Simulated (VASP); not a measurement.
# Al (Im-3m) in VASP: further runs

Runs on Al. Level: PBEsol. Tasks: single point.

Everything below comes from runs of VASP 6.6.1. Logs are shortened: lines on timing, memory, paths and dates and some standing lists are left out, and cuts for length are marked.

## 1. Starting point

The structure is cubic, space group Im-3m (No. 229). The conventional cell has a = 3.213 Å, b = 3.213 Å, c = 3.213 Å, α = 90.00°, β = 90.00°, γ = 90.00°. Al (site symmetry m-3m) has 8 Al at 2.78 Å as nearest neighbours.

The cell was built by a generator and needn't be a form met in nature.

## 2. Single point, PBEsol (the structure that the rattled omega type (P6/mmm, No. 191) fell into)

The input, INCAR:

```
  ALGO = Normal
  EDIFF = 1E-7
  ENCUT = 520
  GGA = PS
  ISIF = 2
  ISMEAR = 0
  LASPH = T
  LCHARG = F
  LREAL = F
  LWAVE = F
  NBANDS = 8
  NELM = 100
  PREC = Accurate
  SIGMA = 0.1
```

The input, KPOINTS:

```
k-points
0
Gamma
  8 8 8
```

The input, POSCAR:

```
Al
1.0
   -1.3887368910      1.4480634882      2.0119394454
    1.3887368910     -1.4480634882      2.0119394454
    1.3887368910      1.4480634882     -2.0119394454
Al
1
Direct
    0.5000000000      0.0000000000      0.5000000000
```

Potentials or basis: VASP PAW PBE potentials, release 64 (Al).

Run with:

```sh
$ cat potpaw_PBE.64/Al/POTCAR > POTCAR
$ mpirun -np 1 vasp_std > vasp.out
```

OUTCAR:

```text
EDIFF = 1E-7
   ENCUT = 520
   GGA = PS
   ISIF = 2
   ISMEAR = 0
   LASPH = T
   LREAL = F
   NELM = 100
   PREC = Accurate

 ion  position               nearest neighbor table
   1  0.500  0.000  0.500-

  LATTYP: Found a body centered orthorhombic cell.
 ALAT       =     2.7774737820
 B/A-ratio  =     1.0427198252
 C/A-ratio  =     1.4487549502

  Lattice vectors:

 A1 = (  -1.3887368910,   1.4480634882,   2.0119394454)
 A2 = (   1.3887368910,  -1.4480634882,   2.0119394454)
 A3 = (   1.3887368910,   1.4480634882,  -2.0119394454)

Analysis of symmetry for initial positions (statically):
=====================================================================
 Subroutine PRICEL returns:
 Original cell was already a primitive cell.

 Routine SETGRP: Setting up the symmetry group for a
 body centered orthorhombic supercell.

 Subroutine GETGRP returns: Found  8 space group operations
 (whereof  8 operations were pure point group operations)
 out of a pool of  8 trial point group operations.

The static configuration has the point symmetry D_2h.

Analysis of symmetry for dynamics (positions and initial velocities):
=====================================================================
 Subroutine PRICEL returns:
 Original cell was already a primitive cell.

 Routine SETGRP: Setting up the symmetry group for a
 body centered orthorhombic supercell.

 Subroutine GETGRP returns: Found  8 space group operations
 (whereof  8 operations were pure point group operations)
 out of a pool of  8 trial point group operations.

The dynamic configuration has the point symmetry D_2h.

 Subroutine INISYM returns: Found  8 space group operations
 (whereof  8 operations are pure point group operations),
 and found     1 'primitive' translations

----------------------------------------------------------------------------------------

                                     Primitive cell

  volume of cell :      16.1839

  direct lattice vectors                    reciprocal lattice vectors
    -1.388736891  1.448063488  2.011939445     0.000000000  0.345288728  0.248516426
     1.388736891 -1.448063488  2.011939445     0.360039402  0.000000000  0.248516426
     1.388736891  1.448063488 -2.011939445     0.360039402  0.345288728  0.000000000

  length of vectors
     2.841369098  2.841369098  2.841369098     0.425422989  0.437480040  0.498851357

  position of ions in fractional coordinates (direct lattice)
     0.500000000  0.000000000  0.500000000

  ion indices of the primitive-cell ions
   primitive index   ion index
                 1           1

----------------------------------------------------------------------------------------

 KPOINTS: k-points

Automatic generation of k-mesh.
 Grid dimensions read from file:
 generate k-points for:    8    8    8

 Generating k-lattice:

  Cartesian coordinates                     Fractional coordinates (reciprocal lattice)
     0.000000000  0.043161091  0.031064553     0.125000000  0.000000000  0.000000000
     0.045004925  0.000000000  0.031064553     0.000000000  0.125000000  0.000000000
     0.045004925  0.043161091  0.000000000     0.000000000  0.000000000  0.125000000

  Length of vectors
     0.053177874  0.054685005  0.062356420

  Shift w.r.t. Gamma in fractional coordinates (k-lattice)
     0.000000000  0.000000000  0.000000000

 Subroutine IBZKPT returns following result:
 ===========================================

 Found     95 irreducible k-points:

 Following reciprocal coordinates:
            Coordinates               Weight
  0.000000  0.000000  0.000000      1.000000
  0.125000  0.000000  0.000000      4.000000
  0.250000  0.000000  0.000000      4.000000
  0.375000 -0.000000  0.000000      4.000000
  0.500000  0.000000  0.000000      2.000000
  0.000000  0.125000  0.000000      4.000000
[... 16 lines left out ...]
  0.125000  0.375000  0.000000      8.000000
  0.250000  0.375000  0.000000      8.000000
 [... further k-points ...]
   k-points           NKPTS =     95   k-points in BZ     NKDIM =     95   number of bands    NBANDS=      8
   number of dos      NEDOS =    301   number of ions     NIONS =      1
   total plane-waves  NPLWV =  13824
   dimension x,y,z NGX =    24 NGY =   24 NGZ =   24
   dimension x,y,z NGXF=    48 NGYF=   48 NGZF=   48
   ions per type =               1
   NGX,Y,Z   is equivalent  to a cutoff of  14.04, 14.04, 14.04 a.u.
   NGXF,Y,Z  is equivalent  to a cutoff of  28.08, 28.08, 28.08 a.u.
 SYSTEM =  unknown system
   PREC   = accura    normal or accurate (medium, high low for compatibility)
   ISTART =      0    job   : 0-new  1-cont  2-samecut
   ICHARG =      2    charge: 1-file 2-atom 10-const
   ISPIN  =      1    spin polarized calculation?
   LNONCOLLINEAR =      F non collinear calculations
   LSORBIT =      F    spin-orbit coupling
   LASPH  =      T    aspherical Exc in radial PAW
   ENCUT  =  520.0 eV  38.22 Ry    6.18 a.u.   5.28  5.28  5.28*2*pi/ulx,y,z
   NELM   =    100;   NELMIN=  2; NELMDL= -5     # of ELM steps
   EDIFF  = 0.1E-06   stopping-criterion for ELM
   LREAL  =      F    real-space projection
   EDIFFG = 0.1E-05   stopping-criterion for IOM
   NSW    =      0    number of steps for IOM
   IBRION =     -1    ionic relax: 0-MD 1-quasi-New 2-CG
   NFREE  =      0    steps in history (QN), initial steepest desc. (CG)
   ISIF   =      2    stress and relaxation
   ISYM   =      2    0-nonsym 1-usesym 2-fastsym
   POTIM  = 0.5000    time-step for ionic-motion
   TEBEG  =    0.0;   TEEND  =   0.0 temperature during run
   PSTRESS=    0.0 pullay stress
   NELECT =       3.0000    total number of electrons
   NUPDOWN=      -1.0000    fix difference up-down
   EMIN   =  10.00;   EMAX   =-10.00  energy-range for DOS
   EFERMI =   0.00;   METHOD = LEGACY
   ISMEAR =     0;   SIGMA  =   0.10  broadening in eV -4-tet -1-fermi 0-gaus
   EFERMI_NEDOS =   21; number of points for ismear=-14 and -15
   IALGO  =     38    algorithm
   IMIX   =      4    mixing-type and parameters
     AMIX     =   0.40;   BMIX     =  1.00
     AMIX_MAG =   1.60;   BMIX_MAG =  1.00
  volume/ion in A,a.u.               =      16.18       109.21
  Fermi-wavevector in a.u.,A,eV,Ry     =   0.933443  1.763951 11.854969  0.871316
  Thomas-Fermi vector in A             =   2.060145
   LORBIT       =      0    0 simple, 1 ext, 2 COOP (PROOUT), +10 PAW based schemes
   GGA     = PS    functional components
   LHFCALC =     F    Hartree Fock is set to
   AEXX    =    0.0000 exact exchange contribution
   IVDW    =     0    specifies the selected vdW correction
   LEPSILON=     F    determine dielectric tensor
   LRPA    =     F    only Hartree local field effects (RPA)
 non-spin polarized calculation
 Gauss-broadening in eV      SIGMA  =   0.10
  energy-cutoff  :      520.00
  volume of cell :       16.18
 maximum number of plane-waves:       449
 NGX is ok and might be reduce to    24
   NGX = 11   NGY = 11   NGZ = 11

 number of electron       3.0000000 magnetization

 Free energy of the ion-electron system (eV)
  ---------------------------------------------------
  ext. energy  EPLUGINS =         0.00000000
  ---------------------------------------------------
  free energy    TOTEN  =        -4.08441729 eV

  energy without entropy =       -4.08250549  energy(sigma->0) =       -4.08346139

 E-fermi :   7.9919     XC(G=0): -10.3259

 val. band max:        7.9736392084   @ k =  -0.3750   0.3750   0.3750
 cond. band min:       8.0621978490   @ k =   0.2500   0.1250   0.1250
 fundamental gap:      0.0885586406
 Fermi energy:         7.9919187438

 k-point     1 :       0.0000    0.0000    0.0000
  band No.  band energies     occupation
      1      -3.1113      2.00000
      2      20.2144      0.00000
      3      20.7873      0.00000
      4      21.5539      0.00000
      5      21.7677      0.00000
      6      22.2750      0.00000
      7      23.2423      0.00000
      8      25.0377      0.00000

 k-point     2 :       0.1250    0.0000    0.0000
  band No.  band energies     occupation
      1      -2.6935      2.00000
      2      16.0522      0.00000
      3      19.7255      0.00000
      4      20.6720      0.00000
      5      23.0196      0.00000
      6      23.8463      0.00000
      7      24.6532      0.00000
      8      25.9466      0.00000

 k-point     3 :       0.2500    0.0000    0.0000
  band No.  band energies     occupation
      1      -1.4475      2.00000
      2      11.2384      0.00000
      3      19.0365      0.00000
      4      19.9045      0.00000
      5      22.8302      0.00000
      6      23.1544      0.00000
      7      23.4728      0.00000
      8      26.7062      0.00000

 k-point     4 :       0.3750   -0.0000    0.0000
  band No.  band energies     occupation
      1       0.6051      2.00000
      2       6.9960      2.00000
      3      18.9988      0.00000
      4      19.7785      0.00000
      5      21.0307      0.00000
      6      21.5831      0.00000
      7      23.0742      0.00000
      8      25.2878      0.00000

 k-point     5 :       0.5000    0.0000    0.0000
  band No.  band energies     occupation
      1       3.3707      2.00000
      2       3.4962      2.00000
      3      19.5086      0.00000
      4      19.8328      0.00000
      5      20.3276      0.00000
      6      20.3452      0.00000
      7      23.7281      0.00000
      8      23.9397      0.00000

 k-point     6 :       0.0000    0.1250    0.0000
  band No.  band energies     occupation
      1      -2.6694      2.00000
      2      17.0414      0.00000
      3      19.2788      0.00000
      4      20.0067      0.00000
      5      22.8684      0.00000
      6      23.3923      0.00000
      7      24.4247      0.00000
      8      25.8298      0.00000

 k-point     7 :       0.1250    0.1250    0.0000
  band No.  band energies     occupation
      1      -1.9694      2.00000
      2      14.4801      0.00000
      3      16.1502      0.00000
      4      21.8265      0.00000
      5      22.4111      0.00000
      6      23.3166      0.00000
      7      24.4474      0.00000
      8      24.7587      0.00000

 k-point     8 :       0.2500    0.1250    0.0000
  band No.  band energies     occupation
      1      -0.4495      2.00000
      2      10.0486      0.00000
      3      15.3453      0.00000
      4      20.0826      0.00000
      5      22.0159      0.00000
      6      22.1760      0.00000
      7      24.7904      0.00000
      8      25.9243      0.00000

 k-point     9 :       0.3750    0.1250   -0.0000
  band No.  band energies     occupation
      1       1.8643      2.00000
      2       6.0654      2.00000
      3      15.4125      0.00000
      4      18.2782      0.00000
      5      20.2612      0.00000
      6      22.3197      0.00000
      7      25.3644      0.00000
      8      28.5054      0.00000

 k-point    10 :       0.5000    0.1250    0.0000
  band No.  band energies     occupation
      1       2.7587      2.00000
      2       4.9407      2.00000
      3      16.2167      0.00000
      4      17.1825      0.00000
      5      19.1083      0.00000
      6      23.2016      0.00000
      7      26.2426      0.00000
      8      27.6941      0.00000
[... 78 lines left out ...]
 k-point    18 :       0.5000    0.2500    0.0000
  band No.  band energies     occupation
      1       2.9295      2.00000
      2       7.2371      2.00000
      3      12.1177      0.00000
      4      15.3033      0.00000
      5      17.0634      0.00000
      6      24.6481      0.00000
      7      27.2843      0.00000
      8      30.2513      0.00000

 k-point    19 :      -0.3750    0.2500    0.0000
  band No.  band energies     occupation
      1       0.6584      2.00000
      2      11.1624      0.00000
      3      13.9531      0.00000
      4      15.1635      0.00000
      5      16.7438      0.00000
      6      20.9936      0.00000
      7      28.8335      0.00000
      8      31.2307      0.00000

 k-point    20 :      -0.2500    0.2500    0.0000
  band No.  band energies     occupation
      1      -0.8288      2.00000
      2      15.3563      0.00000
      3      15.6697      0.00000
      4      16.0806      0.00000
      5      16.5911      0.00000
      6      19.3817      0.00000
      7      29.7336      0.00000
      8      30.1615      0.00000

 k-point    21 :      -0.1250    0.2500    0.0000
  band No.  band energies     occupation
      1      -1.5033      2.00000
      2      13.8703      0.00000
      3      16.9535      0.00000
      4      18.5776      0.00000
      5      19.8096      0.00000
      6      22.0475      0.00000
      7      25.8013      0.00000
      8      26.4607      0.00000

 k-point    22 :      -0.0000    0.3750    0.0000
  band No.  band energies     occupation
      1       0.8142      2.00000
      2       7.5674      2.00000
      3      18.5048      0.00000
      4      19.0368      0.00000
      5      20.6711      0.00000
      6      20.9840      0.00000
      7      22.5253      0.00000
      8      24.8472      0.00000

 k-point    23 :       0.1250    0.3750    0.0000
  band No.  band energies     occupation
      1       2.0461      2.00000
      2       6.6157      2.00000
      3      14.5369      0.00000
      4      18.1438      0.00000
      5      20.0000      0.00000
      6      21.8807      0.00000
      7      24.8778      0.00000
      8      27.5560      0.00000

 k-point    24 :       0.2500    0.3750    0.0000
  band No.  band energies     occupation
      1       4.0536      2.00000
      2       6.4072      2.00000
      3      10.4612      0.00000
      4      16.1136      0.00000
      5      17.9434      0.00000
      6      25.5524      0.00000
      7      27.7006      0.00000
      8      29.1804      0.00000

 [... further k-points ...]
[... 5 lines left out ...]
  --------------------------------------------------------------------------------------
  -------------------------------------------------------------------------------------
  Total        0.3613979     -0.0722490     -0.1773305      0.0000000      0.0000000      0.0000000
  in kB       35.7778046     -7.1525376    -17.5554304      0.0000000      0.0000000      0.0000000
  external PRESSURE =       3.6899455 kB  Pullay stress =       0.0000000 kB

 VOLUME and BASIS-vectors are now :
 -----------------------------------------------------------------------------
  energy-cutoff  :      520.00
  volume of cell :       16.18
      direct lattice vectors                 reciprocal lattice vectors
    -1.388736891  1.448063488  2.011939445     0.000000000  0.345288728  0.248516426
     1.388736891 -1.448063488  2.011939445     0.360039402  0.000000000  0.248516426
     1.388736891  1.448063488 -2.011939445     0.360039402  0.345288728  0.000000000

 POSITION                                       TOTAL-FORCE (eV/Angst)
 -----------------------------------------------------------------------------------
      0.00000      1.44806      0.00000         0.000000     -0.000000      0.000000
 -----------------------------------------------------------------------------------
    total drift:                                0.000000      0.000000     -0.000000

  FREE ENERGIE OF THE ION-ELECTRON SYSTEM (eV)
  ---------------------------------------------------
  free  energy   TOTEN  =        -4.0844172868 eV

  energy  without entropy=       -4.0825054941  energy(sigma->0) =       -4.08346139
```

It took 5.7 s on 1 thread of Intel Xeon Platinum 8488C (Sapphire Rapids), shared host; peak memory 0.13 GiB.

What came out:

```yaml
Free_energy: -4.0844 eV
Pressure: 0.4 GPa
Band_gap_on_the_k_mesh: none (metal or under the smearing width)
```

Stress tensor (GPa, compression positive):
```
 3.58  0.00  0.00
 0.00 -0.72  0.00
 0.00  0.00 -1.76
```

Caveat: the k mesh is coarse (spacing up to 0.39 Å⁻¹), so the values aren't converged; the PAW data sets were made with another functional, which shifts forces and pressure a little.

## 3. Single point, PBEsol

The input, INCAR:

```
PREC     = Accurate       # precision mode
ENCUT    = 520            # plane-wave cutoff, eV
EDIFF    = 1E-6           # SCF threshold, eV
ISMEAR   = 0              # smearing method
SIGMA    = 0.1            # smearing width, eV
LREAL    = F              # projectors in reciprocal space
LASPH    = T              # aspherical terms in the spheres
NELM     = 100            # most SCF steps
ALGO     = Fast           # electronic algorithm
ISIF     = 2              # what is computed and relaxed
LWAVE    = F              # write WAVECAR
LCHARG   = F              # write CHGCAR
GGA      = PS             # functional
NBANDS   = 8              # bands
```

The input, KPOINTS:

```
regular mesh
0
Gamma
  24 24 24
```

The input, POSCAR:

```
Al
1.0
   -1.6062623449      1.6062623449      1.6062623449
    1.6062623449     -1.6062623449      1.6062623449
    1.6062623449      1.6062623449     -1.6062623449
Al
1
Direct
    0.0000000000      0.0000000000      0.0000000000
```

Potentials or basis: VASP PAW PBE potentials, release 64 (Al).

Run with:

```sh
$ cat potpaw_PBE.64/Al/POTCAR > POTCAR
$ mpirun -np 1 vasp_std > vasp.out
```

Wall time 19 s (1 thread of Intel Xeon Platinum 8488C (Sapphire Rapids), shared host); peak memory 0.17 GiB.

Results (log left out):

```yaml
Free_energy: -3.9953 eV
Pressure: 0.1 GPa
Band_gap_on_the_k_mesh: none (metal or under the smearing width)
```

Levels at points of the mesh, in eV from the Fermi level:
| k point | band 1 | band 2 | band 3 | band 4 |
| --- | --- | --- | --- | --- |
| (0.00, 0.00, 0.00) | -11.08 | 13.23 | 13.23 | 13.23 |
| (0.50, 0.00, 0.00) | -4.29 | -3.84 | 8.13 | 8.26 |
| (0.50, 0.50, 0.50) | 1.87 | 1.87 | 1.87 | 2.99 |

Caveat: the PAW data sets were made with another functional, which shifts forces and pressure a little.
